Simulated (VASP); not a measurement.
Output of a VASP run:

### OUTCAR
```
 ion  position               nearest neighbor table
   1  0.000  0.000  0.000-   2 2.65   2 2.65   2 2.65   2 2.65
   2  0.250  0.250  0.250-   1 2.65   1 2.65   1 2.65   1 2.65
  LATTYP: Found a face centered cubic cell.
 ALAT       =     6.1204425024
 Subroutine PRICEL returns:
 Original cell was already a primitive cell.
 Subroutine GETGRP returns: Found 24 space group operations
The static configuration has the point symmetry T_d .
The dynamic configuration has the point symmetry T_d .
 Subroutine INISYM returns: Found 24 space group operations
 Subroutine IBZKPT returns following result:
 Found     29 irreducible k-points:

 Following reciprocal coordinates:
            Coordinates               Weight
  0.000000  0.000000  0.000000      1.000000
  0.125000  0.000000  0.000000      8.000000
  0.250000  0.000000  0.000000      8.000000
  0.375000  0.000000  0.000000      8.000000
  0.500000  0.000000  0.000000      4.000000
  0.125000  0.125000  0.000000      6.000000
  0.250000  0.125000  0.000000     24.000000
  0.375000  0.125000  0.000000     24.000000
  0.500000  0.125000  0.000000     24.000000
 -0.375000  0.125000  0.000000     24.000000
 -0.250000  0.125000  0.000000     24.000000
 -0.125000  0.125000  0.000000     12.000000
  0.250000  0.250000  0.000000      6.000000
  0.375000  0.250000  0.000000     24.000000
  0.500000  0.250000  0.000000     24.000000
 -0.375000  0.250000  0.000000     24.000000
 -0.250000  0.250000  0.000000     12.000000
  0.375000  0.375000  0.000000      6.000000
  0.500000  0.375000  0.000000     24.000000
 -0.375000  0.375000  0.000000     12.000000
  0.500000  0.500000  0.000000      3.000000
  0.375000  0.250000  0.125000     24.000000
  0.500000  0.250000  0.125000     48.000000
 -0.375000  0.250000  0.125000     24.000000
  0.500000  0.375000  0.125000     24.000000
 -0.375000  0.375000  0.125000     48.000000
 -0.250000  0.375000  0.125000     24.000000
 -0.375000  0.500000  0.125000     12.000000
 -0.250000  0.500000  0.250000      6.000000
   k-points           NKPTS =     29   k-points in BZ     NKDIM =     29   number of bands    NBANDS=      8
   number of dos      NEDOS =    601   number of ions     NIONS =      2
   total plane-waves  NPLWV =  21952
   dimension x,y,z NGX =    28 NGY =   28 NGZ =   28
   dimension x,y,z NGXF=    56 NGYF=   56 NGZF=   56
   ions per type =               1   1
   PREC   = accura    normal or accurate (medium, high low for compatibility)
   ISTART =      0    job   : 0-new  1-cont  2-samecut
   ICHARG =      2    charge: 1-file 2-atom 10-const
   ISPIN  =      1    spin polarized calculation?
   LNONCOLLINEAR =      F non collinear calculations
   LSORBIT =      F    spin-orbit coupling
   INIWAV =      1    electr: 0-lowe 1-rand  2-diag
   ENCUT  =  400.0 eV  29.40 Ry    5.42 a.u.   7.06  7.06  7.06*2*pi/ulx,y,z
   NELM   =    100;   NELMIN=  2; NELMDL= -5     # of ELM steps
   EDIFF  = 0.1E-06   stopping-criterion for ELM
   LREAL  =      F    real-space projection
   NLSPLINE    = F    spline interpolate recip. space projectors
   LMAXMIX     =    4 max onsite mixed and CHGCAR
   VOSKOWN=      0    Vosko Wilk Nusair interpolation
   EDIFFG = 0.1E-05   stopping-criterion for IOM
   NSW    =      0    number of steps for IOM
   NBLOCK =      1;   KBLOCK =      1    inner block; outer block
   IBRION =     -1    ionic relax: 0-MD 1-quasi-New 2-CG
   NFREE  =      0    steps in history (QN), initial steepest desc. (CG)
   ISIF   =      2    stress and relaxation
   ISYM   =      2    0-nonsym 1-usesym 2-fastsym
   TEIN   =    0.0    initial temperature
   TEBEG  =    0.0;   TEEND  =   0.0 temperature during run
   SMASS  =  -3.00    Nose mass-parameter (am)
   PSTRESS=    0.0 pullay stress
   NELECT =       8.0000    total number of electrons
   EFERMI =   0.00;   METHOD = LEGACY
   ISMEAR =    -5;   SIGMA  =   0.20  broadening in eV -4-tet -1-fermi 0-gaus
   IALGO  =     38    algorithm
...
```

### OSZICAR
```
       N       E                     dE             d eps       ncg     rms          rms(c)
DAV:   1     0.135087744746E+02    0.13509E+02   -0.23531E+03   464   0.571E+02
DAV:   2    -0.892972385742E+01   -0.22438E+02   -0.22321E+02   632   0.833E+01
DAV:   3    -0.943694596085E+01   -0.50722E+00   -0.50722E+00   584   0.160E+01
DAV:   4    -0.944030985321E+01   -0.33639E-02   -0.33639E-02   704   0.164E+00
DAV:   5    -0.944031524796E+01   -0.53948E-05   -0.53954E-05   568   0.559E-02    0.361E+00
DAV:   6    -0.932535454252E+01    0.11496E+00   -0.12878E-01   528   0.166E+00    0.217E+00
DAV:   7    -0.928159226444E+01    0.43762E-01   -0.12161E-01   552   0.171E+00    0.432E-01
DAV:   8    -0.928078969866E+01    0.80257E-03   -0.70356E-03   472   0.503E-01    0.106E-01
DAV:   9    -0.928082565363E+01   -0.35955E-04   -0.35634E-04   640   0.134E-01    0.322E-02
DAV:  10    -0.928082614703E+01   -0.49340E-06   -0.51395E-06   624   0.154E-02    0.186E-02
DAV:  11    -0.928082943248E+01   -0.32855E-05   -0.18707E-06   552   0.986E-03    0.249E-03
DAV:  12    -0.928082940304E+01    0.29441E-07   -0.15381E-07   504   0.198E-03
   1 F= -.92808294E+01 E0= -.92808294E+01  d E =0.000000E+00
```

### OUTCAR
```
------------------------ aborting loop because EDIFF is reached ----------------------------------------
  FORCE on cell =-STRESS in cart. coord.  units (eV):
  Direction    XX          YY          ZZ          XY          YZ          ZX
  --------------------------------------------------------------------------------------
  Total       -0.0004845     -0.0004845     -0.0004845      0.0000000      0.0000000     -0.0000000
  in kB       -0.0135440     -0.0135440     -0.0135440      0.0000000      0.0000000     -0.0000000
  external PRESSURE =      -0.0135440 kB  Pullay stress =       0.0000000 kB
  volume of cell :       57.32
      direct lattice vectors                 reciprocal lattice vectors
     0.000000000  3.060221251  3.060221251    -0.163386879  0.163386879  0.163386879
     3.060221251  0.000000000  3.060221251     0.163386879 -0.163386879  0.163386879
     3.060221251  3.060221251  0.000000000     0.163386879  0.163386879 -0.163386879
 POSITION                                       TOTAL-FORCE (eV/Angst)
 -----------------------------------------------------------------------------------
      0.00000      0.00000      0.00000        -0.000000     -0.000000     -0.000000
      1.53011      1.53011      1.53011         0.000000      0.000000      0.000000
 -----------------------------------------------------------------------------------
    total drift:                                0.000000      0.000000      0.000000
  FREE ENERGIE OF THE ION-ELECTRON SYSTEM (eV)
  ---------------------------------------------------
  free  energy   TOTEN  =        -9.2808294030 eV

  energy  without entropy=       -9.2808294030  energy(sigma->0) =       -9.28082940

 total charge

# of ion       s       p       d       tot
------------------------------------------
    1        0.425   0.365   0.000   0.790
    2        1.120   1.438   0.025   2.583
--------------------------------------------------
tot          1.545   1.803   0.025   3.373
```
(Selected blocks of OUTCAR.)

POSCAR:
```
AlSb
1
   -0.0000000000     3.0602212512     3.0602212512
    3.0602212512     0.0000000000     3.0602212512
    3.0602212512     3.0602212512     0.0000000000
Al Sb
1 1
Direct
  0.0000000000   0.0000000000   0.0000000000
  0.2500000000   0.2500000000   0.2500000000
```

Write an INCAR and KPOINTS that could have produced this output.

One answer among several that fit: the input of the run itself, LDA (Ceperley-Alder, Perdew-Zunger), plane waves, VASP's LDA PAW potentials (set 64).

INCAR:
```
# general
SYSTEM =AlSb
PREC   =Accurate
ENCUT  =400   # plane-wave cut-off (eV)
LREAL  =F   # projection in real space or not
LASPH  =T   # aspherical one-centre terms

# electronic loop
EDIFF  =1E-7
NELM   =100
ALGO   =Normal
LMAXMIX=4   # l cut-off of mixed one-centre charges

# smearing
ISMEAR =-5

# ions
ISIF   =2

# output
LWAVE  =F
LCHARG =T
LORBIT =11
NEDOS  =601   # DOS grid
```

**KPOINTS**
```
Automatic mesh
0
Gamma
8 8 8
0 0 0
```

POTCAR, in this order: Al Sb (LDA.64 set). Program: vasp_std.

The compound is AlSb in the zinc blende structure. It was relaxed first.
